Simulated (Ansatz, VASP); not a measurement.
## Two plane-wave programs on AlN

```
CELL_PARAMETERS angstrom
3.03488 0.00000 0.00000
-1.51744 2.62828 0.00000
0.00000 0.00000 5.30421
ATOMIC_POSITIONS crystal
Al 0.33333 0.66667 0.98795
Al 0.66667 0.33333 0.48795
N 0.33333 0.66667 0.39705
N 0.66667 0.33333 0.89705
```

Alike in both runs: task single point; functional PBE; k mesh 9 × 9 × 6; occupations gaussian, width 0.02 eV; no spin polarisation.

```csv
,VASP,Ansatz
version,VASP 6.6.1,Ansatz 0.2.0
potentials or method,"VASP PAW PBE potentials, release 64 (Al, N)","scalar-relativistic, plane waves, PAW"
plane-wave cutoff (eV),520,420
valence electrons in the cell,16,16
```

|  | VASP | Ansatz | Ansatz less VASP |
| --- | --- | --- | --- |
| gap on the k mesh at the Fermi level (eV) | 3.77 | 3.77 | -0.008 |
| least direct gap on the mesh (eV) | 3.77 | 3.77 | -0.008 |
| pressure (GPa) | 9.3 | 9.5 | +0.19 |
| largest component of the traceless stress (GPa) | 25.53 | 25.41 | -0.113 |
| rms of the force components (eV/Å) | 0.821 | 0.821 | 0.0000 |

Atom by atom the forces differ by 0.000 eV/Å (rms over components).

Caveats: forces of over 1 eV/Å show positions far from the minimum, so gaps and moduli don't describe the material at rest.
